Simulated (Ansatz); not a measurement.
**Pb, a known structure type with other elements, at an estimated volume**

```
CELL_PARAMETERS angstrom
-2.02977 2.02977 2.02977
2.02977 -2.02977 2.02977
2.02977 2.02977 -2.02977
ATOMIC_POSITIONS crystal
Pb 0.00000 0.00000 0.00000
```

Method: PBE, no spin polarisation; PAW, plane waves to 420 eV, 12×12×12 Γ-centred mesh, fermi-dirac occupations (width 0.1 eV) (Ansatz 0.2.0), atoms fixed.

- Contacts: Pb–Pb at 3.52 Å: least valence density 0.12 e/Å³ and ELF 0.22 there. These are pseudo-fields; inside the PAW spheres they differ from the all-electron ones.
- Stress: The pressure is -1.5 GPa (compression positive), so with the atoms held at these fractions the cell would first shrink.
- Electronic structure: It is a metal, with about 0.64 states/eV a cell as the mean within 0.25 eV of the Fermi level, mostly Pb p (90 %).

Origin: a known structure type with other elements, at an estimated volume, so it need not be a known compound.
